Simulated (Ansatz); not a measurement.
Reaction (ligand exchange at the Al–N bond): `N/C(O)=[N]\[AlH2]` + `SBS` → `[AlH2][S]BS` + `N=C(N)O`

Program: Ansatz. Geometries: PBE0-D4/def2-TZVP. ΔE: electronic, gas phase. CCSD(T)/CBS is the MP2 limit (def2-TZVPP, def2-QZVPP) plus CCSD(T) − MP2 in def2-TZVPP, frozen cores. DFT in def2-TZVPP. One conformer a species, not always the lowest.

Is it downhill or uphill in electronic energy at CCSD(T)/CBS, and by how much? (An estimate is asked.)

The calculation gave: Uphill: ΔE = +0.04 eV.

What do these levels give: PBE0-D4, PBE0, HF/def2-TZVPP, MP2/def2-QZVPP, MP2/CBS(def2), CCSD/CBS(def2)? (An estimate is asked.)

Computed: PBE0-D4 0.04, PBE0 0.06, HF/def2-TZVPP 0.17, MP2/def2-QZVPP 0.07, MP2/CBS(def2) 0.05, CCSD/CBS(def2) 0.07 eV.

Largest T1 diagnostic among the species: 0.014.

The D4 term adds −0.04 eV with B3LYP and −0.02 eV with PBE0; it sums over pairs of atoms, weighted by their polarisabilities, and B3LYP, whose exchange is more repulsive, gets the larger term. In def2-TZVPP, CCSD(T) changes the Hartree–Fock value by −0.09 eV (the triples alone add −0.02 eV) and MP2 by −0.08 eV.

B3LYP here is the variant with VWN-RPA as its local correlation; programs differ in this.
